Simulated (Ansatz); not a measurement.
## Transmission past a defect: Ta wire along [111], 4 atoms a period, H placed on top of one Ta

Wanted: the relaxed defect and the transmission past it, beside the channels of the perfect wire.

Main program and level: Ansatz 0.2.0; DFT PBE, plane waves, PAW; relaxation of a wire's period, in the first sound run; inputs show where later runs differ.

Report form: the programs' logs are mostly left out.

**1. Set-up**

The cell holds 4 atoms: 4 Ta. Its edges and angles: a = 11.495 Å, b = 9.511 Å, c = 2.875 Å, α = 90.0°, β = 90.0°, γ = 90.0°. Vacuum lies along a and b. The structure's axis is c.

**2. The relaxed wire**

Band widths follow the bond lengths, so the wire is relaxed first. The atoms and the third cell vector are free; the box across stays fixed as vacuum. A Fermi-Dirac smearing is set since the result may be a metal. The pressure printed is a third of the stress's trace over the whole box, vacuum included; only the stress along the axis is relaxed.

File input.yaml:

```yaml
crystal:
  lattice:
    - [11.495, 0.0, 0.0]
    - [0.0, 9.511, 0.0]
    - [0.0, 0.0, 2.8752043406]
  atoms:
    - { symbol: Ta, position: [0.295780774, 0.499987838, 0.0] }
    - { symbol: Ta, position: [0.500008222, 0.357480812, 0.333333333] }
    - { symbol: Ta, position: [0.500008222, 0.642494864, 0.666666667] }
    - { symbol: Ta, position: [0.70423567, 0.499987838, 0.0] }
kpoints:
  mp_grid: { grid: [1, 1, 28] }
scf:
  occupations: { method: fermi_dirac, width: 0.05 }
hamiltonian:
  xc: pbe
relax:
  cell: { fix: [a, b, alpha, beta, gamma] }
  max_steps: 60
```

On the command line:

```bash
> ansatz run input.yaml --threads 4 --pin off --max-ram 16384MiB --backend cpu --events-out ev --progress --plain --runs-dir out
```

It took 54 s on 4 threads of Arm Neoverse V1, shared host; peak memory 0.69 GiB.

The steps of the relaxation:

```
step  energy less that of the first step (eV)  largest force component (eV/Å)  pressure (GPa)  volume (Å³)
   1                                   0.0000                          2.4105           -5.58       314.34
   2                                  -1.0367                          1.3410            0.21       305.37
   3                                  -1.2067                          0.3286           -0.51       301.04
   4                                  -1.2601                          0.1363           -0.51       296.87
   5                                  -1.2726                          0.0750            0.18       290.14
   6                                  -1.2800                          0.1349            0.10       290.90
   7                                  -1.4049                          0.4031           -0.47       293.72
   8                                  -1.6170                          0.4728           -0.46       291.34
   9                                  -1.8807                          0.1269            0.92       299.95
  10                                  -1.8999                          1.5180            0.95       315.40
  11                                  -2.0986                          0.6589           -0.32       330.68
  12                                  -2.1487                          0.1565           -0.16       334.33
  13                                  -2.1558                          0.0302            0.14       337.34
  14                                  -2.0743                          1.1123            0.88       352.68
  15                                  -2.1649                          0.1828           -0.11       340.79
  16                                  -2.1718                          0.1127           -0.12       348.46
  17                                  -1.9584                          1.6159            2.61       336.96
  18                                  -2.1739                          0.1342           -0.03       342.95
  19                                  -2.1775                          0.0255           -0.04       345.90
  20                                  -2.1776                          0.0388           -0.04       345.26
  21                                  -2.1777                          0.0054           -0.04       345.42
 22*                                  -2.1823                          0.0066           -0.03       345.42
```

Relaxation steps marked * repeat the geometry before them on a plane-wave basis chosen anew for their cell, so energy and pressure can jump there. Relaxation steps 14, 17 were tried and not accepted.

The run keeps the 4 symmetry operations that it works with, so distortions that break them were not tested.

```
cell as run  before  after  change
      c (Å)   2.875  3.159  +9.9 %
```

The atoms that moved most (Å, along periodic axes as changes of fractional coordinates times the final cell, across vacuum about the mean position):

```
atom      dx      dy      dz  length
 Ta4  -0.847   0.000   0.000   0.847
 Ta1   0.847   0.000   0.000   0.847
 Ta3   0.000   0.146  -0.526   0.546
 Ta2   0.000  -0.146   0.526   0.546
```

The relaxed structure:

```xyz
4
Lattice="11.4950 0.0000 0.0000 0.0000 9.5110 0.0000 0.0000 0.0000 3.1594" Properties=species:S:1:pos:R:3
Ta    4.2471    4.7554    0.0000
Ta    5.7476    3.2538    1.5796
Ta    5.7476    6.2569    1.5798
Ta    7.2481    4.7554    0.0000
```

This step gave:

```
energy at zero smearing    : -39721.1776 eV
cell length along the wire : 3.159 Å
```

The cell's length comes to 3.159 Å with spin left out. 2 contacts a cell pass between under 1.1 and over 1.27 times the sum of covalent radii, so the wire has rearranged from the shape that names it.

**3. The wire at its relaxed period**

This step: DFT PBE, plane waves, PAW; channels and complex bands of a perfect wire (Ansatz 0.2.0).

At the relaxed period the Bloch states of the perfect wire are found at each energy: those that move forward count the open channels, and those that decay describe how a disturbance dies away inside the wire itself. An energy step of 0.035 eV is under the 0.039 eV that the program asks for its thermal average at 300 K.

File input.yaml:

```yaml
crystal:
  lattice:
    - [11.495, 0.0, 0.0]
    - [0.0, 9.511, 0.0]
    - [0.0, 0.0, 3.1594162099]
  atoms:
    - { symbol: Ta, position: [0.369471078, 0.499987838, 0.0] }
    - { symbol: Ta, position: [0.500008222, 0.342111337, 0.499977755] }
    - { symbol: Ta, position: [0.500008222, 0.657864339, 0.500022245] }
    - { symbol: Ta, position: [0.630545366, 0.499987838, 0.0] }
kpoints:
  mp_grid: { grid: [1, 1, 26] }
scf:
  occupations: { method: fermi_dirac, width: 0.05 }
hamiltonian:
  xc: pbe
output:
  transmission:
    e_range: [-1.26, 1.26]
    de: 0.035
    kmesh: [1, 1]
    reduced_basis: true
    leads: [[0, 0]]
basis:
  ecutwfc: "350 eV"
```

Wall time 92 s (4 threads); peak memory 1.2 GiB; 5.4 min of CPU time.

This step gave:

| Property | Result |
| --- | --- |
| energy at zero smearing | -39721.1618 eV |
| channels at the energy nearest the Fermi level, one spin | 3 |
| conductance of the lead as this run defines it | 3.210 G₀ |
| band gap | 0 eV |

The open channels of the lead, one spin by energy, zero at the Fermi level:

```
energy (eV)  open channels of the lead, one spin
      -1.26                                    7
      -1.19                                    7
      -1.08                                    6
      -1.01                                    5
      -0.91                                    4
      -0.84                                    4
      -0.73                                    4
      -0.67                                    4
      -0.56                                    4
      -0.49                                    4
      -0.39                                    4
      -0.32                                    3
      -0.21                                    3
      -0.14                                    3
      -0.04                                    3
       0.00                                    3
       0.04                                    3
       0.14                                    5
       0.21                                    5
       0.32                                    5
       0.39                                    5
       0.49                                    5
       0.56                                    5
       0.67                                    5
       0.73                                    5
       0.84                                    3
       0.91                                    7
       1.01                                    5
       1.08                                    6
       1.19                                    6
       1.26                                    6
```

The slowest values at each energy, most degenerate partners merged, listed up to 1.5 1/Å. Table of Im kz of the slowest decaying states by energy, zero at the Fermi level:

```
energy (eV)  decay 1 (Å⁻¹)  decay 2 (Å⁻¹)  decay 3 (Å⁻¹)  decay 4 (Å⁻¹)
      -1.26          0.166          0.169          0.525          0.594
      -1.16          0.178          0.181          0.522          0.565
      -1.05         0.0546         0.0566          0.185          0.188
      -0.94         0.0756         0.0955          0.135          0.189
      -0.84         0.0850          0.147          0.177          0.189
      -0.77         0.0870          0.169          0.188          0.191
      -0.67         0.0844          0.183          0.187          0.195
      -0.56         0.0743          0.177          0.181          0.213
      -0.46         0.0528          0.167          0.173          0.226
      -0.35         0.0344          0.155          0.161          0.222
      -0.24         0.0481         0.0861          0.104          0.138
      -0.14          0.115          0.115          0.119          0.126
      -0.04         0.0803         0.0982          0.136          0.157
       0.00         0.0631         0.0857          0.143          0.167
       0.04         0.0371         0.0703          0.148          0.176
       0.14         0.0605          0.164          0.198          0.235
       0.24         0.0957          0.177          0.214          0.227
       0.35          0.109          0.188          0.214          0.228
       0.46          0.112          0.197          0.198          0.238
       0.56          0.106          0.175          0.178          0.206
       0.67         0.0594         0.0916          0.144          0.214
       0.77         0.0196         0.0517         0.0632         0.0969
       0.84         0.0167         0.0209         0.0288         0.0711
       0.94          0.107          0.114          0.178          0.230
       1.05          0.114          0.131          0.136          0.176
       1.16          0.148          0.150          0.152          0.184
       1.26          0.164          0.165          0.180          0.183
```

By hand: the program gives 2.2752 × 10^14 S/m² over the cell's cross-section of 109.33 Å² = 1.093 × 10^-18 m², so one cell conducts 2.487 × 10^-4 S. Divided by G0 = 2e²/h = 7.748 × 10^-5 S this is 3.21 G0, a resistance of 4.02 kΩ.

At the computed energy nearest the Fermi level there are 3 channels a spin, and the thermal average gives 3.21 G₀.

**4. Relaxing the junction**

This step: DFT PBE, plane waves, PAW; relaxation of a junction in a wire, ends held (Ansatz 0.2.0).

System of this step: Ta wire along [111], 4 atoms a period, H placed on top of one Ta. The cell holds 37 atoms: 36 Ta and 1 H. Cell: a = 11.495 Å, b = 9.511 Å, c = 28.435 Å, α = 90.0°, β = 90.0°, γ = 90.0°. Regions: held atoms, 24 atoms (24 Ta); free atoms, 13 atoms (12 Ta and 1 H). Vacuum lies along a and b. The structure's axis is c.

13 atoms at the defect are free to relax, while 24 stay where the perfect wire has them, so that the ends still repeat as a lead. The cutoff is set under the files' recommended one to save time.

File input.yaml:

```yaml
crystal:
  lattice:
    - [11.495, 0.0, 0.0]
    - [0.0, 9.511, 0.0]
    - [0.0, 0.0, 28.4347458894]
  atoms:
    - { symbol: Ta, position: [0.369471078, 0.499987838, 0.0] }
    - { symbol: Ta, position: [0.500008222, 0.342111337, 0.055553084] }
    - { symbol: Ta, position: [0.500008222, 0.657864339, 0.055558027] }
    - { symbol: Ta, position: [0.630545366, 0.499987838, 0.0] }
    - { symbol: Ta, position: [0.369471078, 0.499987838, 0.111111111] }
    - { symbol: Ta, position: [0.500008222, 0.342111337, 0.166664195] }
    - { symbol: Ta, position: [0.500008222, 0.657864339, 0.166669138] }
    - { symbol: Ta, position: [0.630545366, 0.499987838, 0.111111111] }
[... 25 atom lines left out ...]
    - { symbol: Ta, position: [0.500008222, 0.342111337, 0.944441973] }
    - { symbol: Ta, position: [0.500008222, 0.657864339, 0.944446916] }
    - { symbol: Ta, position: [0.630545366, 0.499987838, 0.888888889] }
    - { symbol: H, position: [0.194612444, 0.499977425, 0.444444444], spin: 0.4 }
magnetization:
  spin_polarized: true
kpoints:
  mp_grid: { grid: [1, 1, 1] }
scf:
  occupations: { method: fermi_dirac, width: 0.1 }
hamiltonian:
  xc: pbe
relax:
  constraints:
    - { sites: [0, 1, 2, 3, 4, 5, 6, 7, 8, 9, 10, 11, 24, 25, 26, 27, 28, 29, 30, 31, 32, 33, 34, 35] }
  f_tol: 0.06
  max_steps: 35
basis:
  ecutwfc: "350 eV"
```

Run time: 9.4 min. Hardware: 4 threads; peak memory 3.5 GiB; 37 min of CPU time.

The steps of the relaxation:

```
step  energy less that of the first step (eV)  largest force component (eV/Å)
   1                                   0.0000                          1.7382
   2                                   0.1341                          3.2625
   3                                  -0.1057                          0.1493
   4                                  -0.0703                          0.4059
   5                                  -0.1108                          0.0389
   6                                  -0.1139                          0.0338
   7                                  -0.1184                          0.0634
   8                                  -0.1290                          0.1068
   9                                  -0.1556                          0.1718
  10                                  -0.2074                          0.2550
  11                                  -0.2857                          0.3620
  12                                  -0.3932                          0.4708
  13                                  -0.5279                          0.5392
  14                                  -0.6680                          0.4598
  15                                  -0.7516                          0.2272
  16                                  -0.7644                          0.1853
  17                                  -0.7738                          0.0358
  18                                  -0.7738                          0.0354
```

Relaxation steps 2, 4 were tried and not accepted.

The atoms that moved most (Å):

```
atom     dx      dy      dz  length
 H37  0.724   0.000   1.552   1.713
Ta18  0.211  -0.009   0.001   0.211
Ta19  0.211   0.009   0.001   0.211
Ta21  0.044   0.000  -0.118   0.126
Ta17  0.077   0.000   0.098   0.124
Ta20  0.087   0.000  -0.054   0.102
Ta24  0.050   0.000   0.076   0.091
Ta13  0.039   0.000   0.049   0.063
```

Final coordinates:

```cif
data_structure
_symmetry_space_group_name_H-M 'P 1'
_symmetry_Int_Tables_number 1
_cell_length_a 11.4950
_cell_length_b 9.5110
_cell_length_c 28.4347
_cell_angle_alpha 90.000
_cell_angle_beta 90.000
_cell_angle_gamma 90.000
_cell_volume 3108.74
loop_
_atom_site_label
_atom_site_type_symbol
_atom_site_fract_x
_atom_site_fract_y
_atom_site_fract_z
_atom_site_occupancy
Ta1 Ta 0.36947 0.49999 0.00000 1
Ta2 Ta 0.50001 0.34211 0.05556 1
Ta3 Ta 0.50001 0.65786 0.05556 1
Ta4 Ta 0.63055 0.49999 0.00000 1
Ta5 Ta 0.36947 0.49999 0.11111 1
Ta6 Ta 0.50001 0.34211 0.16667 1
Ta7 Ta 0.50001 0.65786 0.16667 1
Ta8 Ta 0.63055 0.49999 0.11111 1
Ta9 Ta 0.36947 0.49999 0.22222 1
Ta10 Ta 0.50001 0.34211 0.27778 1
Ta11 Ta 0.50001 0.65786 0.27778 1
Ta12 Ta 0.63055 0.49999 0.22222 1
Ta13 Ta 0.37287 0.49999 0.33505 1
Ta14 Ta 0.50518 0.34173 0.38857 1
Ta15 Ta 0.50518 0.65825 0.38857 1
Ta16 Ta 0.63418 0.49999 0.33188 1
Ta17 Ta 0.37613 0.49999 0.44790 1
Ta18 Ta 0.51838 0.34120 0.50004 1
Ta19 Ta 0.51838 0.65877 0.50004 1
Ta20 Ta 0.63811 0.49999 0.44255 1
Ta21 Ta 0.37330 0.49999 0.55141 1
Ta22 Ta 0.49848 0.34181 0.61142 1
Ta23 Ta 0.49848 0.65817 0.61142 1
Ta24 Ta 0.63491 0.49999 0.55822 1
Ta25 Ta 0.36947 0.49999 0.66667 1
Ta26 Ta 0.50001 0.34211 0.72222 1
Ta27 Ta 0.50001 0.65786 0.72222 1
Ta28 Ta 0.63055 0.49999 0.66667 1
Ta29 Ta 0.36947 0.49999 0.77778 1
Ta30 Ta 0.50001 0.34211 0.83333 1
Ta31 Ta 0.50001 0.65786 0.83333 1
Ta32 Ta 0.63055 0.49999 0.77778 1
Ta33 Ta 0.36947 0.49999 0.88889 1
Ta34 Ta 0.50001 0.34211 0.94444 1
Ta35 Ta 0.50001 0.65786 0.94444 1
Ta36 Ta 0.63055 0.49999 0.88889 1
H37 H 0.25758 0.49999 0.49904 1
```

Numbers from this step:

| Quantity | Value |
| --- | --- |
| energy at zero smearing | -357507.3546 eV |

The largest force component on a free atom ends at 0.035 eV/Å, under the limit of 0.06. H ends nearest to Ta at 1.99 Å and Ta at 2.00 Å.

[end of part 1 of 2]

[Logs are printed without paths, hosts, clocks, repeated set-up lines and the standing remarks that a program may print on its own settings, such as how far it seeks lower states.]

[Hosts, paths, dates, database ids (printed as entryN), source tags and the programs' standing remarks are cut or masked in the printed files.]
